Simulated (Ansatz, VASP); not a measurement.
**HfC5: VASP beside Ansatz**

```
Hf C
1.0
     4.85179    0.00000    0.00000
     0.00000    4.85179    0.00000
     0.00000    0.00000    3.80653
Hf C
1 5
Direct
  0.50000 0.50000 0.50000
  0.83864 0.83864 0.50000
  0.16136 0.16136 0.50000
  0.16136 0.83864 0.50000
  0.83864 0.16136 0.50000
  0.00000 0.00000 0.00000
```

Alike in both runs: task relaxation of cell and atoms; functional PBE; k mesh 4 × 4 × 4; occupations gaussian, width 0.1 eV; no spin polarisation.

|  | VASP | Ansatz |
| --- | --- | --- |
| version | VASP 6.6.1 | Ansatz 0.2.0 |
| potentials or method | VASP PAW PBE potentials, release 64 (Hf_pv, C) | scalar-relativistic, plane waves, PAW |
| plane-wave cutoff (eV) | 600 | 420 |
| valence electrons in the cell | 30 | 46 |

```csv
,VASP,Ansatz,Ansatz less VASP
"gap on the k mesh at the Fermi level, each at its own relaxed structure (eV)",none,none,-
relaxed volume (Å³/atom),12.96,12.98,+0.021
relaxed cell length with the largest relative difference (Å),4.781,4.788,+0.0070
energy change over the relaxation (meV/atom),-103,-103,+0.9
```

A gap of «none» marks a metal or a gap that the smearing closes. The two sets of potentials don't hold the same shells in valence.

Caveats: the k mesh is coarse (spacing up to 0.41 Å⁻¹), so the values aren't converged. Spin-orbit coupling is left out, which matters for the levels of Hf.
